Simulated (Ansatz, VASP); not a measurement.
# SiC (Moissanite 3C) in two plane-wave programs

Wanted: the spread between two codes on one cell, functional and k mesh.

Main program and level: Ansatz 0.2.0; plane waves, with VASP 6.6.1 beside it; G0W0 gap at PBE.

## (1) The structure

Symmetry: F-43m, No. 216, cubic system. Conventional cell: a = 4.358 Å, b = 4.358 Å, c = 4.358 Å, α = 90.00°, β = 90.00°, γ = 90.00°. Nearest to Si lie 4 C at 1.89 Å. Nearest to C lie 4 Si at 1.89 Å. Farther neighbours are not listed.

## (2) VASP: G0W0 gap, PBE

Quasiparticle shifts depend on high empty states and on the cores, so they are the hardest test of two PAW sets.

Lines of VASP's logs that name or quote its potential files are left out, and so is its time.

The run reads the wave functions of an earlier VASP run, which isn't shown here.

INCAR reads:

```
SYSTEM = SiC
PREC = Accurate
ENCUT = 440
ISMEAR = 0
SIGMA = 0.01
LREAL = .FALSE.
GGA = PE
NBANDS = 40
ALGO = EVGW0
NELMGW = 1
ENCUTGW = 200
NOMEGA = 64
PRECFOCK = Fast
NBANDSGW = 16
LWAVE = .FALSE.
LCHARG = .FALSE.
```

POSCAR reads:

```
SiC
1.0
    0.0000000000      2.1790000000      2.1790000000
    2.1790000000      0.0000000000      2.1790000000
    2.1790000000      2.1790000000      0.0000000000
Si C
1 1
Direct
    0.0000000000      0.0000000000      0.0000000000
    0.7500000000      0.7500000000      0.7500000000
```

KPOINTS reads:

```
Automatic mesh
0
Gamma
4 4 4
0 0 0
```

PAW data sets: Si_GW and C_GW (PBE family, release 64).

Launch:

```bash
mpirun -np 8 vasp_std
```

Numbers of over 12 decimals in the logs are rounded to 6 here.

Log:

```text
[banner, memory and clock lines left out]
running    8 mpi-ranks, on    1 nodes
 distrk:  each k-point on    8 cores,    1 groups
 distr:  one band on    1 cores,    8 groups

 POSCAR found type information on POSCAR SiC
 POSCAR found :  2 types and       2 ions
|                                                                             |
|           W    W    AA    RRRRR   N    N  II  N    N   GGGG   !!!           |
|           W    W   A  A   R    R  NN   N  II  NN   N  G    G  !!!           |
|           W    W  A    A  R    R  N N  N  II  N N  N  G       !!!           |
|           W WW W  AAAAAA  RRRRR   N  N N  II  N  N N  G  GGG   !            |
|           WW  WW  A    A  R   R   N   NN  II  N   NN  G    G                |
|           W    W  A    A  R    R  N    N  II  N    N   GGGG   !!!           |
|                                                                             |
|     For optimal performance we recommend to set                             |
|       NCORE = 2 up to number-of-cores-per-socket                            |
|     NCORE specifies how many cores store one orbital (NPAR=cpu/NCORE).      |
|     This setting can greatly improve the performance of VASP for DFT.       |
|     The default, NCORE=1 might be grossly inefficient on modern             |
|     multi-core architectures or massively parallel machines. Do your        |
|     Unfortunately you need to use the default for GW and RPA                |
|     calculations (for HF NCORE is supported but not extensively tested      |
|     yet).                                                                   |
|                                                                             |

|                                                                             |
|           W    W    AA    RRRRR   N    N  II  N    N   GGGG   !!!           |
|           W    W   A  A   R    R  NN   N  II  NN   N  G    G  !!!           |
|           W    W  A    A  R    R  N N  N  II  N N  N  G       !!!           |
|           W WW W  AAAAAA  RRRRR   N  N N  II  N  N N  G  GGG   !            |
|           WW  WW  A    A  R   R   N   NN  II  N   NN  G    G                |
|           W    W  A    A  R    R  N    N  II  N    N   GGGG   !!!           |
|                                                                             |
|     The default for ENCUTGWSOFT is different in this version of VASP.       |
|     please manually set ENCUTGWSOFT =200 in the INCAR file.                 |
|                                                                             |

 LDA part: xc-table for (Slater+PW92), standard interpolation
 found WAVECAR, reading the header
 POSCAR, INCAR and KPOINTS ok, starting setup
 FFT: planning ... GRIDC
 FFT: planning ... GRID_SOFT
 FFT: planning ... GRID
 reading WAVECAR
 the WAVECAR file was read successfully
 initial charge from wavefunction
 available memory per node:     37.27 GB, setting MAXMEM to     38159

 The Fermi energy was updated, please check that it is located mid-gap
 values below the HOMO (VB) or above the LUMO (CB) will cause erroneous energies
 E-fermi :   8.4853

 calculate exact exchange contribution
 the WAVEDER file was read successfully
energies w=
    0.000    0.000    0.587    0.000    1.174    0.000    1.757    0.000
    2.337    0.000    2.911    0.000    3.480    0.000    4.042    0.000
    4.597    0.000    5.145    0.000    5.685    0.000    6.217    0.000
    6.742    0.000    7.261    0.000    7.772    0.000    8.278    0.000
    8.778    0.000    9.274    0.000    9.766    0.000   10.256    0.000
   10.744    0.000   11.231    0.000   11.718    0.000   12.207    0.000
   12.698    0.000   13.194    0.000   13.695    0.000   14.203    0.000
   14.719    0.000   15.246    0.000   15.784    0.000   16.337    0.000
   16.905    0.000   17.492    0.000   18.102    0.000   18.735    0.000
   19.396    0.000   20.090    0.000   20.819    0.000   21.590    0.000
   22.408    0.000   23.282    0.000   24.218    0.000   25.226    0.000
   26.318    0.000   27.509    0.000   28.813    0.000   30.253    0.000
   31.854    0.000   33.647    0.000   35.674    0.000   37.985    0.000
   40.650    0.000   43.759    0.000   47.436    0.000   51.855    0.000
   57.264    0.000   64.038    0.000   72.764    0.000   84.414    0.000
  100.733    0.000  125.184    0.000  165.774    0.000  246.117    0.000
 responsefunction array rank=     144
 LDA part: xc-table for (Slater+PW92), standard interpolation

 min. memory requirement per mpi rank     74.7 MB, per node    597.9 MB

 allocating   8 responsefunctions rank=   144
 shmem allocating  64 responsefunctions rank=   144
 response function shared by NCSHMEM nodes    1
 Doing            8  frequencies on each core in blocks of           64
NQ=   1    0.0000    0.0000    0.0000,
|.........|.........|.........|.........|.........|.........|.........|.........
 performed         28000 updates of chi_q(r,r)
 total number of BLAS operations          4.31 Gflops
NQ=   2    0.2500    0.0000    0.0000,
|.........|.........|.........|.........|.........|.........|.........|.........
 performed         92000 updates of chi_q(r,r)
 total number of BLAS operations         14.13 Gflops
NQ=   3    0.5000    0.0000    0.0000,
|.........|.........|.........|.........|.........|.........|.........|.........
 performed        146000 updates of chi_q(r,r)
 total number of BLAS operations         22.40 Gflops
NQ=   4    0.2500    0.2500    0.0000,
|.........|.........|.........|.........|.........|.........|.........|.........
 performed        210000 updates of chi_q(r,r)
 total number of BLAS operations         31.53 Gflops
NQ=   5    0.5000    0.2500    0.0000,
|.........|.........|.........|.........|.........|.........|.........|.........
 performed        302000 updates of chi_q(r,r)
 total number of BLAS operations         44.45 Gflops
NQ=   6   -0.2500    0.2500    0.0000,
|.........|.........|.........|.........|.........|.........|.........|.........
 performed        384000 updates of chi_q(r,r)
 total number of BLAS operations         56.29 Gflops
NQ=   7    0.5000    0.5000    0.0000,
|.........|.........|.........|.........|.........|.........|.........|.........
 performed        430000 updates of chi_q(r,r)
 total number of BLAS operations         62.21 Gflops
NQ=   8   -0.2500    0.5000    0.2500,
|.........|.........|.........|.........|.........|.........|.........|.........
 performed        491000 updates of chi_q(r,r)
 total number of BLAS operations         72.48 Gflops
 resolving degeneracies of screened two electron integrals

 calculate QP shifts <psi_nk| G(iteration)W_0 |psi_nk>: iteration 1
 entering main loop
```

Parts of OUTCAR (step 2):

```text
ion  position               nearest neighbor table
   1  0.000  0.000  0.000-   2 1.89   2 1.89   2 1.89   2 1.89
   2  0.750  0.750  0.750-   1 1.89   1 1.89   1 1.89   1 1.89

  LATTYP: Found a face centered cubic cell.
 ALAT       =     4.3580000000

 Subroutine GETGRP returns: Found 24 space group operations
 (whereof 24 operations were pure point group operations)

The static configuration has the point symmetry T_d .

 Found      8 irreducible k-points:

   k-points           NKPTS =      8   k-points in BZ     NKDIM =     64   number of bands    NBANDS=     40

   dimension x,y,z NGX =    24 NGY =   24 NGZ =   24
   dimension x,y,z NGXF=    48 NGYF=   48 NGZF=   48

   ENCUT  =  440.0 eV  32.34 Ry    5.69 a.u.   5.27  5.27  5.27*2*pi/ulx,y,z

   NELECT =       8.0000    total number of electrons

  energy-cutoff  :      440.00
  volume of cell :       20.69
      direct lattice vectors                 reciprocal lattice vectors
     0.000000000  2.179000000  2.179000000    -0.229463056  0.229463056  0.229463056
     2.179000000  0.000000000  2.179000000     0.229463056 -0.229463056  0.229463056
     2.179000000  2.179000000  0.000000000     0.229463056  0.229463056 -0.229463056

 k-points in reciprocal lattice and weights: Automatic mesh
   0.00000000  0.00000000  0.00000000       0.016
   0.25000000  0.00000000  0.00000000       0.125
   0.50000000  0.00000000  0.00000000       0.062
   0.25000000  0.25000000  0.00000000       0.094
   0.50000000  0.25000000  0.00000000       0.375
  -0.25000000  0.25000000  0.00000000       0.188
   0.50000000  0.50000000  0.00000000       0.047
  -0.25000000  0.50000000  0.25000000       0.094

 E-fermi :   8.4853

 QP shifts <psi_nk| G(iteration)W_0 |psi_nk>: iteration 1
 for sc-GW calculations column KS-energies equals QP-energies in previous step
 and V_xc(KS)=  KS-energies - (<T + V_ion + V_H > + <T+V_H+V_ion>^1  + <V_x>^1)
 k-point   1 :       0.0000    0.0000    0.0000
  band No.  KS-energies  QP-energies   sigma(KS)   V_xc(KS)     V^pw_x(r,r')   Z            occupation Imag(sigma)
      1      -7.6052      -8.5125     -13.9936     -12.7265     -21.6694       0.7160       2.0000       1.3941
      2       7.8330       7.4959     -15.2373     -14.8099     -17.6306       0.7888       2.0000       0.0429
      3       7.8330       7.4959     -15.2373     -14.8099     -17.6306       0.7888       2.0000       0.0429
      4       7.8330       7.4959     -15.2373     -14.8099     -17.6306       0.7888       2.0000       0.0429
      5      14.0455      14.7680     -12.2412     -13.1703      -7.2241       0.7777       0.0000      -0.0970
      6      15.0840      15.8403     -10.5779     -11.5318      -5.6658       0.7929       0.0000      -0.0946
      7      15.0840      15.8403     -10.5779     -11.5318      -5.6658       0.7929       0.0000      -0.0946
      8      15.0840      15.8403     -10.5779     -11.5318      -5.6658       0.7929       0.0000      -0.0946
    ...

 k-point   2 :       0.2500    0.0000    0.0000
  band No.  KS-energies  QP-energies   sigma(KS)   V_xc(KS)     V^pw_x(r,r')   Z            occupation Imag(sigma)
      1      -6.4081      -7.2795     -14.0829     -12.9135     -21.4586       0.7452       2.0000       1.2071
      2       3.5166       2.8791     -14.2053     -13.3641     -17.6448       0.7579       2.0000       0.1054
      3       7.2205       6.8259     -15.0373     -14.5340     -17.5387       0.7839       2.0000       0.0456
      4       7.2205       6.8259     -15.0373     -14.5340     -17.5387       0.7839       2.0000       0.0456
      5      13.7808      14.4750     -11.2345     -12.1100      -6.4492       0.7928       0.0000      -0.0858
      6      15.6876      16.4582     -10.5543     -11.5303      -5.4737       0.7895       0.0000      -0.1065
      7      15.6876      16.4582     -10.5543     -11.5303      -5.4737       0.7895       0.0000      -0.1065
      8      17.1678      18.0540     -12.0223     -13.1811      -6.4113       0.7648       0.0000      -0.1694
    ...

 k-point   3 :       0.5000    0.0000    0.0000
  band No.  KS-energies  QP-energies   sigma(KS)   V_xc(KS)     V^pw_x(r,r')   Z            occupation Imag(sigma)
      1      -4.0289      -4.7951     -14.8285     -13.7847     -21.6759       0.7341       2.0000       0.8600
      2      -0.7434      -1.5376     -13.1168     -12.0363     -17.8731       0.7350       2.0000       0.3322
      3       6.7714       6.3320     -14.9862     -14.4254     -17.6270       0.7836       2.0000       0.0489
      4       6.7714       6.3320     -14.9862     -14.4254     -17.6270       0.7836       2.0000       0.0489
      5      13.2254      13.9159     -11.3329     -12.2013      -6.6775       0.7951       0.0000      -0.0789
      6      15.0043      15.7051     -10.1913     -11.0722      -5.2818       0.7956       0.0000      -0.0947
      7      15.0043      15.7051     -10.1913     -11.0722      -5.2818       0.7956       0.0000      -0.0947
      8      17.8614      18.5366     -10.8915     -11.7845      -4.8984       0.7561       0.0000      -0.2152
    ...

 k-point   4 :       0.2500    0.2500    0.0000
  band No.  KS-energies  QP-energies   sigma(KS)   V_xc(KS)     V^pw_x(r,r')   Z            occupation Imag(sigma)
      1      -6.0055      -6.8511     -14.1464     -12.9721     -21.3787       0.7201       2.0000       1.1186
      2       4.4723       3.9064     -14.8834     -14.1433     -18.1465       0.7646       2.0000       0.0818
      3       5.8836       5.3632     -14.5349     -13.8663     -17.3184       0.7782       2.0000       0.0564
      4       5.8836       5.3632     -14.5349     -13.8663     -17.3184       0.7782       2.0000       0.0564
      5      11.8334      12.3423     -10.1612     -10.7952      -5.7061       0.8027       0.0000      -0.0734
      6      14.1305      14.8115     -10.4368     -11.2861      -5.7367       0.8018       0.0000      -0.0834
      7      18.3748      19.2873     -11.3284     -12.5221      -5.5824       0.7644       0.0000      -0.1786
      8      18.3748      19.2873     -11.3284     -12.5221      -5.5824       0.7644       0.0000      -0.1786
    ...

[... 4 further parts left out ...]
```

(Continued in part 2 of 2.)

[Lines on the potential files, build, host, timing and source positions are cut from VASP's logs without a mark.]

[Logs are printed without paths, hosts, clocks, repeated set-up lines and the standing remarks that a program may print on its own settings, such as how far it seeks lower states.]

[Hosts, paths, dates, database ids (printed as entryN), source tags and the programs' standing remarks are cut or masked in the printed files.]
